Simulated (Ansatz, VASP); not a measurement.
# Ag in VASP and in Ansatz

```xyz
1
Lattice="2.8237 0.0000 0.0000 0.0000 2.8237 0.0000 0.0000 0.0000 2.8237" Properties=species:S:1:pos:R:3 pbc="T T T"
Ag    0.0000    0.0000    0.0000
```

Alike in both runs: task single point; functional PBE; k mesh 13 × 13 × 13; occupations fermi-dirac, width 0.1 eV; no spin polarisation.

|  | VASP | Ansatz |
| --- | --- | --- |
| version | VASP 6.6.1 | Ansatz 0.2.0 |
| potentials or method | VASP PAW PBE potentials, release 64 (Ag) | plane waves (420 eV) with PAW, scalar-relativistic |
| plane-wave cutoff (eV) | 520 | 420 |
| valence electrons in the cell | 11 | 19 |

Ansatz gave:

- pressure (GPa): -4.2

Task: Which values does VASP return?

Result: Pressure (GPa): -4.3.

The functional is the same, so the differences come from potentials, cutoffs and numerics. The two sets of potentials don't hold the same shells in valence.
